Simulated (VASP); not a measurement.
Sn2S3 (Ottemannite): core levels with PBEsol

Sn2S3 (Ottemannite):

```
Sn S
1.0
     8.87800    0.00000    0.00000
     0.00000    3.75100    0.00000
     0.00000    0.00000   14.02000
Sn S
8 12
Direct
  0.16494 0.25000 0.05195
  0.33506 0.75000 0.55195
  0.66494 0.25000 0.44805
  0.83506 0.75000 0.94805
  0.48509 0.75000 0.16936
  0.01491 0.25000 0.66936
  0.98509 0.75000 0.33064
  0.51491 0.25000 0.83064
  0.98047 0.75000 0.10640
  0.51953 0.25000 0.60640
  0.48047 0.75000 0.39360
  0.01953 0.25000 0.89360
  0.33879 0.75000 0.99524
  0.16121 0.25000 0.49524
  0.83879 0.75000 0.50476
  0.66121 0.25000 0.00476
  0.28631 0.25000 0.21246
  0.21369 0.75000 0.71246
  0.78631 0.25000 0.28754
  0.71369 0.75000 0.78754
```

| Property | Result |
| --- | --- |
| Program | VASP 6.6.1 |
| Task | core levels |
| Functional | PBEsol |
| Potentials or basis | VASP PAW PBE potentials, release 64 (Sn_d, S) |
| Cutoff | 520 eV |
| k mesh | 3 × 6 × 2 |
| Occupations | fermi-dirac, width 0.02 eV |
| Spin | no spin polarisation |
| Further INCAR settings | ALGO = Normal; EDIFF = 1e-07 |

| Item | Value |
| --- | --- |
| Pressure | 0.1 GPa |
| Largest force | 0.209 eV/Å |
| Band gap on the k mesh | 0.63 eV, indirect (least direct gap 0.67 eV) |

Forces in eV/Å, atoms in the order of the input:
```
Sn  -0.058  0.000 -0.036
Sn   0.058  0.000 -0.036
Sn  -0.058  0.000  0.036
Sn   0.058  0.000  0.036
Sn  -0.012  0.000 -0.054
Sn   0.012  0.000 -0.054
Sn  -0.012  0.000  0.054
Sn   0.012  0.000  0.054
S   -0.024  0.000  0.190
S    0.024  0.000  0.190
S   -0.024  0.000 -0.190
S    0.024  0.000 -0.190
S    0.199  0.000 -0.064
S   -0.199  0.000 -0.064
S    0.199  0.000  0.064
S   -0.199  0.000  0.064
S    0.032  0.000  0.139
S   -0.032  0.000  0.139
S    0.032  0.000 -0.139
S   -0.032  0.000 -0.139
```

Stress tensor (GPa, compression positive):
```
0.05 0.00 0.00
0.00 0.18 0.00
0.00 0.00 0.02
```

Levels at points of the mesh, in eV from the valence-band top:
```csv
k point,band 89,band 90,band 91,band 92,band 93,band 94,band 95,band 96
"(0.00, 0.00, 0.00)",-1.17,-0.75,-0.06,0.00,0.86,1.02,1.06,1.36
"(0.00, 0.50, 0.00)",-1.39,-1.39,-0.94,-0.94,1.01,1.01,1.21,1.21
"(0.00, 0.00, 0.50)",-1.09,-1.09,-0.01,-0.01,0.65,0.65,1.35,1.35
"(0.00, 0.50, 0.50)",-1.35,-1.35,-0.92,-0.92,0.63,0.63,1.59,1.59
```

Core levels (eV, on the scale of the bands):
```
atom                                                                                     levels
1 Sn  1s -28997.4, 2s -4368.9, 2p -3920.5, 3s -835.1, 3p -688.7, 3d -463.4, 4s -124.1, 4p -79.8
2 Sn  1s -28997.4, 2s -4368.9, 2p -3920.5, 3s -835.1, 3p -688.7, 3d -463.4, 4s -124.1, 4p -79.8
3 Sn  1s -28997.4, 2s -4368.9, 2p -3920.5, 3s -835.1, 3p -688.7, 3d -463.4, 4s -124.1, 4p -79.8
4 Sn  1s -28997.4, 2s -4368.9, 2p -3920.5, 3s -835.1, 3p -688.7, 3d -463.4, 4s -124.1, 4p -79.8
5 Sn  1s -28996.8, 2s -4368.3, 2p -3919.9, 3s -834.5, 3p -688.0, 3d -462.7, 4s -123.3, 4p -79.1
6 Sn  1s -28996.8, 2s -4368.3, 2p -3919.9, 3s -834.5, 3p -688.0, 3d -462.7, 4s -123.3, 4p -79.1
```

Run time: 11 min on 1 thread of AMD EPYC 9R45 96-Core Processor (Zen 5), with other jobs on the host, peak memory 0.78 GiB.

Caveat: the PAW data sets were made with another functional, which shifts forces and pressure a little; spin-orbit coupling is left out, which moves the levels of the heavy elements; an odd mesh through Γ misses points on the zone boundary, where band edges often lie.
